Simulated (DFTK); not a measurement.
# Hf (Im-3m) in DFTK: notebook

One crystal, Hf, is run at these levels: M06-L, TM, TASK; tasks: band structure.

Everything below comes from runs of DFTK 0.8.2. Logs are shortened: lines on timing, memory, paths and dates and some standing lists are left out, and cuts for length are marked.

## (1) The structure

It takes space group Im-3m (No. 229, cubic). The conventional cell has a = 3.610 Å, b = 3.610 Å, c = 3.610 Å, α = 90.00°, β = 90.00°, γ = 90.00°. Hf (site symmetry m-3m) has 8 Hf at 3.13 Å as nearest neighbours.

This isn't the form of Hf at room conditions, which is hcp.

## (2) Band structure, M06-L

run.jl

```julia
using DFTK
using PseudoPotentialData
using Unitful, UnitfulAtomic
using LinearAlgebra, Printf
include("save.jl")
disable_threading()

# lattice vectors are the columns
lattice = austrip(1u"Å") * [        -1.805          1.805          1.805;
                    1.805         -1.805          1.805;
                    1.805          1.805         -1.805]
symbols   = [:Hf]
positions = [[0.0, 0.0, 0.0]]
pseudopotentials = Dict(:Hf => "Hf.upf")
elements = Dict(s => ElementPsp(s, pseudopotentials; rcut=10.0) for s in unique(symbols))
atoms    = [elements[s] for s in symbols]

build_model(lattice, positions; symmetries=true) =
    model_DFT(lattice, atoms, positions;
              functionals=[:mgga_x_m06_l, :mgga_c_m06_l],
              temperature=austrip(0.05u"eV"),
              smearing=Smearing.FermiDirac(),
              symmetries)
Ecut  = 45.0  # hartree
kgrid = [8, 8, 8]
tol   = 1e-6
to_GPa = ustrip(uconvert(u"GPa", 1u"hartree/bohr^3"))

model = build_model(lattice, positions)
basis = PlaneWaveBasis(model; Ecut, kgrid)
display(basis)
scfres = self_consistent_field(basis;
                               tol,
                               nbandsalg=AdaptiveBands(model; n_bands_converge=18),
                               solver=ScfAndersonSolver())
display(scfres.energies)
@printf "Fermi level: %.6f eV\n" ustrip(auconvert(u"eV", something(scfres.εF, NaN)))
forces = compute_forces_cart(scfres)
println("Forces (eV/Å)")
for (s, f) in zip(symbols, forces)
    @printf "%-3s %12.6f %12.6f %12.6f\n" s ustrip.(auconvert.(u"eV/Å", f))...
end
stress = compute_stresses_cart(scfres)
println("Stress (GPa)")
display(round.(stress * to_GPa; digits=4))
println("Levels at the first k-point (eV): ", round.(ustrip.(auconvert.(u"eV", scfres.eigenvalues[1][1:scfres.n_bands_converge])); digits=4))
save_scf!(scfres; forces, stress)

points = Dict("G" => [0.0, 0.0, 0.0], "H" => [0.5, -0.5, 0.5], "P" => [0.25, 0.25, 0.25], "N" => [0.0, 0.0, 0.5])
segments = [("G", "H", 10), ("H", "N", 7), ("N", "G", 7), ("G", "P", 8), ("P", "H", 8), ("P", "N", 5)]
kcoords = vcat([[points[a] + t * (points[b] - points[a]) for t in range(0, 1, n)] for (a, b, n) in segments]...)
bands = compute_bands(scfres, ExplicitKpoints(kcoords); n_bands=20, tol=1e-5)
for (k, ε) in zip(bands.basis.kpoints, bands.eigenvalues)
    @printf "%d %8.4f %8.4f %8.4f " k.spin k.coordinate...
    println(join([@sprintf("%9.4f", e) for e in ustrip.(auconvert.(u"eV", ε .- scfres.εF))]))
end
results["band_energies"] = rows(bands.eigenvalues); results["band_kpoints"] = rows(kcoords)
```

Potentials or basis: SG15 1.2 (PBE).

The run is started by

```bash
> julia --threads=1 run.jl  # save.jl only writes the numbers to a file and isn't shown; printed stress counts tension as positive; times include loading and compiling
```

Log:

```text
PlaneWaveBasis discretization:

    Ecut                 : 45.0 Ha
    fft_size             : (40, 40, 40), 64000 total points
    kgrid                : MonkhorstPack([8, 8, 8])
    num.   red. kpoints  : 512
    num. irred. kpoints  : 29

    Discretized Model(mgga_x_m06_l+mgga_c_m06_l, 3D):
        lattice (in Bohr)    : [-3.41096  , 3.41096   , 3.41096   ]
                               [3.41096   , -3.41096  , 3.41096   ]
                               [3.41096   , 3.41096   , -3.41096  ]
        unit cell volume     : 158.74 Bohr³

        atoms                : Hf
        atom potentials      : ElementPsp(:Hf, "Hf.upf")

        num. electrons       : 26
        spin polarization    : none
        temperature          : 0.0018375 Ha
        smearing             : DFTK.Smearing.FermiDirac()

        terms                : Kinetic()
                               AtomicLocal()
                               AtomicNonlocal()
                               Ewald(nothing)
                               PspCorrection()
                               Hartree()
                               Xc(mgga_x_m06_l, mgga_c_m06_l)
                               Entropy()
┌ Warning: Eigensolver not converged
│   n_iter =
│    29-element Vector{Int64}:
│     100
│     100
│     100
│      93
│       ⋮
│     100
│     100
│     100
└ @ DFTK self_consistent_field.jl:103
n     Energy            log10(ΔE)   log10(Δρ)   log10(Δτ)   Diag   Δtime
---   ---------------   ---------   ---------   ---------   ----   ------
  1   -104.4581617653                    0.70        0.98   98.4     123s
  2   -201.6465233397        1.99        0.29        0.99   20.3    36.2s
  3   -202.0188825880       -0.43        0.76        1.54    9.3    16.2s
  4   -208.3596250075        0.80        0.72        1.47    6.1    12.8s
  5   -205.5805558614   +    0.44        0.73        1.51    4.6    10.8s
  6   -207.1101498932        0.18        0.75        1.48    4.6    11.4s
┌ Warning: Exchange-correlation term: the kinetic energy density τ is smaller than the von Weizsäcker kinetic energy density τ_W somewhere. This can lead to unphysical results. This can be caused by pseudopotentials without a non-linear core correction for τ, a too small Ecut value or an unphysical initial guess for τ. This message is only logged once.
└ @ DFTK xc.jl:436
┌ Warning: χ0-mixing GMRES not converged.
└ @ DFTK mixing.jl:350
  7   -198.4164807724   +    0.94        0.90       14.79   25.5    28.8s
┌ Warning: χ0-mixing GMRES not converged.
└ @ DFTK mixing.jl:350
  8   -199.9893735375        0.20        0.88       14.70   42.5    46.3s
┌ Warning: χ0-mixing GMRES not converged.
└ @ DFTK mixing.jl:350
  9   -199.0033514840   +   -0.01        0.89       14.91   12.8    20.8s
┌ Warning: χ0-mixing GMRES not converged.
└ @ DFTK mixing.jl:350
 10   -200.2673726136        0.10        0.89       15.02   19.1    24.5s
┌ Warning: Eigensolver not converged
│   n_iter =
│    29-element Vector{Int64}:
│     100
│     100
│     100
│     100
│       ⋮
│     100
│     100
│     100
└ @ DFTK self_consistent_field.jl:103
┌ Warning: χ0-mixing GMRES not converged.
└ @ DFTK mixing.jl:350
 11   -200.0133476127   +   -0.60        0.88       15.00   100.0     110s
┌ Warning: χ0-mixing GMRES not converged.
└ @ DFTK mixing.jl:350
 12   -199.3129746284   +   -0.15        0.89       15.13   22.5    25.4s
┌ Warning: χ0-mixing GMRES not converged.
└ @ DFTK mixing.jl:350
 13   -197.3541503583   +    0.29        0.92       15.48   21.7    40.9s
┌ Warning: χ0-mixing GMRES not converged.
└ @ DFTK mixing.jl:350
 14   -20.84704245465   +    2.25        0.89       15.51   17.5    41.5s
┌ Warning: χ0-mixing GMRES not converged.
└ @ DFTK mixing.jl:350
 15   -197.1058071246        2.25        0.90       15.07   18.9    22.9s
 16   -201.2243836412        0.61        0.89       14.78   40.0    61.2s
 17   -216.9532903047        1.20        0.57       14.21    6.3    19.9s
 18   -218.4991625349        0.19        0.50        0.91    4.4    12.6s
 19   -220.0564298230        0.19        0.41        0.79    4.4    13.1s
 20   -221.3129201283        0.10        0.30        0.72    4.3    11.2s
 21   -222.4044915853        0.04        0.10       10.95    4.9    12.2s
 22   -223.0600274112       -0.18       -0.26        0.49    4.1    12.7s
 23   -223.2042830825       -0.84       -0.85        0.45    4.7    13.4s
 24   -223.2078412698       -2.45       -0.90        0.22    3.2    8.87s
 25   -223.1836975629   +   -1.62       -0.54       -0.14    3.0    9.08s
 26   -223.1982886935       -1.84       -0.85       -0.35    4.1    14.2s
 27   -223.2090861422       -1.97       -1.69       -0.73    3.4    12.7s
 28   -223.2087544795   +   -3.48       -1.28       -1.39    2.4    10.5s
 29   -223.2100966416       -2.87       -2.17       -1.80    2.0    12.3s
 30   -223.2101308694       -4.47       -2.07       -2.38    2.4    9.16s
 31   -223.2101703665       -4.40       -2.76       -2.88    2.0    6.15s
 32   -223.2101746772       -5.37       -3.30       -2.43    2.2    7.31s
 33   -223.2101747770       -7.00       -3.47       -2.63    1.6    6.45s
 34   -223.2101748387       -7.21       -3.68       -2.95    1.5    7.10s
 35   -223.2101748654       -7.57       -4.44       -3.77    2.1    8.62s
 36   -223.2101748661       -9.14       -4.86       -4.22    2.6    7.19s
 37   -223.2101748665       -9.43       -5.36       -4.87    2.5    7.16s
 38   -223.2101748665      -10.30       -5.69       -5.07    3.1    7.76s
 39   -223.2101748665      -11.31       -5.82       -5.08    2.9    6.77s
 40   -223.2101748665      -11.66       -6.79       -6.38    2.0    6.78s
Energy breakdown (in Ha):
    Kinetic             94.5981572
    AtomicLocal         -142.2399128
    AtomicNonlocal      -42.7647613
    Ewald               -180.3103046
    PspCorrection       12.8751476
    Hartree             53.3716527
    Xc                  -18.7395455
    Entropy             -0.0006082

    total               -223.210174866508
Fermi level: 8.463307 eV
Forces (eV/Å)
Hf      0.000000     0.000000     0.000000
Stress (GPa)
3×3 StaticArraysCore.SMatrix{3, 3, Float64, 9} with indices SOneTo(3)×SOneTo(3):
 15.2989   0.0     -0.0
 -0.0     15.2989   0.0
  0.0     -0.0     15.2989
Levels at the first k-point (eV): [-55.3931, -23.2162, -23.2162, -23.2162, -2.5614, -2.5614, -2.5614, -2.479, -2.479, -2.479, -2.477, 1.9756, 9.8601, 9.8601, 9.8601, 12.4216, 12.4216, 21.7253]
1   0.0000   0.0000   0.0000  -63.8564 -31.6795 -31.6795 -31.6795 -11.0247 -11.0247 -11.0247 -10.9423 -10.9423 -10.9423 -10.9403  -6.4877   1.3968   1.3968   1.3968   3.9583   3.9583  13.2620  13.2620  13.2620
1   0.0556  -0.0556   0.0556  -63.8536 -31.7048 -31.6917 -31.6917 -11.0231 -11.0216 -11.0216 -10.9455 -10.9446 -10.9432 -10.9432  -6.2797   1.3580   1.3580   1.5018   3.6067   4.0796  13.6008  13.6365  13.6365
1   0.1111  -0.1111   0.1111  -63.8455 -31.7730 -31.7272 -31.7272 -11.0185 -11.0129 -11.0129 -10.9567 -10.9539 -10.9459 -10.9459  -5.6799   1.2900   1.2900   1.8117   2.7301   4.3974  14.4141  14.6790  14.6790
1   0.1667  -0.1667   0.1667  -63.8333 -31.8643 -31.7822 -31.7822 -11.0106 -11.0005 -11.0005 -10.9745 -10.9652 -10.9502 -10.9502  -4.7615   1.2988   1.2988   1.6364   2.3107   4.7405  13.9363  15.3623  16.0821
1   0.2222  -0.2222   0.2222  -63.8189 -31.9554 -31.8508 -31.8508 -10.9996 -10.9951 -10.9867 -10.9867 -10.9761 -10.9556 -10.9556  -3.6577   0.5387   1.4857   1.4857   2.9703   4.7857  12.6171  16.2564  16.4836
1   0.2778  -0.2778   0.2778  -63.8043 -32.0283 -31.9248 -31.9248 -11.0156 -10.9860 -10.9841 -10.9750 -10.9750 -10.9607 -10.9607  -2.6050  -0.4467   1.9190   1.9190   3.7447   4.4526  12.6779  14.7893  14.7893
[... 37 lines left out ...]
1   0.0625   0.0625   0.4375  -63.8082 -32.2539 -31.8929 -31.7028 -11.0186 -11.0094 -10.9942 -10.9709 -10.9556 -10.9496 -10.9427  -2.7723  -0.5180   0.7163   3.9340   4.6704   7.1837   9.0585  10.7924  13.5184
1   0.0000   0.0000   0.5000  -63.8087 -32.2770 -31.8784 -31.6805 -11.0189 -11.0132 -10.9961 -10.9705 -10.9551 -10.9479 -10.9387  -3.0426  -0.4417   0.9516   3.8165   4.6514   6.7854   9.5773  10.4933  13.9451
```

Wall time 16 min (1 thread of Intel Xeon 6975P-C (Granite Rapids), shared host); peak memory 1.7 GiB.

Results:

```
Free energy            : -6073.8583 eV
Pressure               : -15.3 GPa
Band gap on the k mesh : none (metal or under the smearing width)
```

Levels at the corners of the path, in eV from the Fermi level:
```
point  band 11  band 12  band 13  band 14  band 15  band 16
    Γ   -10.94    -6.49     1.40     1.40     1.40     3.96
    H   -10.94    -2.35    -2.35     6.08     6.08     6.08
    N   -10.94    -3.04    -0.44     0.95     3.82     4.65
    Γ   -10.94    -6.49     1.40     1.40     1.40     3.96
    P   -10.97    -0.64    -0.64    -0.64     4.78     4.78
    H   -10.94    -2.35    -2.35     6.08     6.08     6.08
    P   -10.97    -0.64    -0.64    -0.64     4.78     4.78
    N   -10.94    -3.04    -0.44     0.95     3.82     4.65
```

Caveat: the program warned that the kinetic-energy density falls under its von Weizsäcker bound, which can give unphysical results; so large a pressure means that the cell lies far from this level's equilibrium, or that cutoff or potentials fall short; the potentials were made for another functional, which shifts forces and pressure; spin-orbit coupling is left out, which moves the levels of the heavy elements.

(Continued in part 2 of 2.)
